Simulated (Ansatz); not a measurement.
# AlN: response to strain

Aim: deform AlN (equal xy, yz and zx engineering shear strains of +1 %) and compute stress, forces and field gradients with LAPW, PAW and all-electron datasets made for the crystal.

Program: Ansatz 0.2.0. Level of theory: DFT LDA, scalar-relativistic. These are calculated values, not measurements.

### Step 1. The structure to begin with

Symmetry: Fm-3m, No. 225, cubic system. Conventional cell: a = 3.956 Å, b = 3.956 Å, c = 3.956 Å, α = 90.00°, β = 90.00°, γ = 90.00°. Al (site symmetry m-3m) is surrounded by 6 N at 1.98 Å. N (site symmetry m-3m) has 6 Al at 1.98 Å as nearest neighbours.

Structure file:

```cif
data_structure
_symmetry_space_group_name_H-M 'P 1'
_symmetry_Int_Tables_number 1
_cell_length_a 2.7973
_cell_length_b 2.7973
_cell_length_c 2.7973
_cell_angle_alpha 60.000
_cell_angle_beta 60.000
_cell_angle_gamma 60.000
_cell_volume 15.48
loop_
_atom_site_label
_atom_site_type_symbol
_atom_site_fract_x
_atom_site_fract_y
_atom_site_fract_z
_atom_site_occupancy
Al1 Al 0.00000 0.00000 0.00000 1
N1 N 0.50000 0.50000 0.50000 1
```

Atoms are numbered in the order of the input: Al1, N2.

### Step 2. After the deformation

Space group Fm-3m before, R-3m after.

### Step 3. All-electron LAPW

input.yaml

```yaml
crystal:
  lattice:
    - [0.01978, 1.98789, 1.98789]
    - [1.98789, 0.01978, 1.98789]
    - [1.98789, 1.98789, 0.01978]
  atoms:
    - { symbol: Al, position: [0.0, 0.0, 0.0] }
    - { symbol: "N", position: [0.5, 0.5, 0.5] }
kpoints:
  mp_grid: { grid: [12, 12, 12] }
  band_path:
    path:
      - [0.0, 0.0, 0.0]
      - [0.5, 0.5, 0.5]
      - [0.247543133, 0.5, 0.752456867]
      - [-0.247543133, 0.247543133, 0.5]
      - [0.0, 0.0, 0.5]
      - [0.0, 0.0, 0.0]
      - [-0.3737715665, 0.0, 0.3737715665]
      - [0.0, 0.3737715665, 0.6262284335]
      - [0.0, 0.5, 0.5]
    npoints: 5
scf:
  occupations: { method: fermi_dirac, width: 0.01 }
hamiltonian:
  xc: lda
  pseudopotentials: { kind: all_electron, lapw: { basis_error: 0.0005 } }
output:
  forces: true
  stress: true
  eigenvalues: true
```

On the command line:

```console
$ ansatz run input.yaml --threads 1 --pin off --max-ram 3072MiB --backend cpu --events-out ev --progress --plain --runs-dir out
```

### Step 4. PAW on the default files

input.yaml

```yaml
crystal:
  lattice:
    - [0.01978, 1.98789, 1.98789]
    - [1.98789, 0.01978, 1.98789]
    - [1.98789, 1.98789, 0.01978]
  atoms:
    - { symbol: Al, position: [0.0, 0.0, 0.0] }
    - { symbol: "N", position: [0.5, 0.5, 0.5] }
kpoints:
  mp_grid: { grid: [12, 12, 12] }
scf:
  occupations: { method: fermi_dirac, width: 0.01 }
hamiltonian:
  xc: lda
  pseudopotentials: { kind: paw }
output:
  forces: true
  stress: true
  eigenvalues: true
  efg: { contact_densities: true }
  write_density: true
  write_potential: true
  elf: true
  volumetric_format: npy
```

### Step 5. All-electron PAW on datasets made for the crystal

Changes to input.yaml since step 4:

```diff
@@ -14,3 +14,3 @@
   xc: lda
-  pseudopotentials: { kind: paw }
+  pseudopotentials: { kind: all_electron, datasets: crystal }
 output:
@@ -20,5 +20 @@
   efg: { contact_densities: true }
-  write_density: true
-  write_potential: true
-  elf: true
-  volumetric_format: npy
```

(Steps that only read results are left out.)

**Question.** What will these runs give? Wanted: pressure; largest shear or deviatoric stress.

**Answer**, as computed:

```
                                 quantity                                              value
                                 pressure  LAPW 12.49, PAW 12.48, crystal datasets 12.50 GPa
largest shear or deviatoric stress (LAPW)                                           3.50 GPa
```

What this shows: The largest part of the stress beyond the pressure is 3.50 GPa in size; the atoms are carried along and not relaxed. No run of the undeformed cell stands beside it, so the pressure holds what the given cell had before the change. PAW: stress within 0.01 GPa of LAPW. Crystal datasets: stress within 0.01 GPa of LAPW.
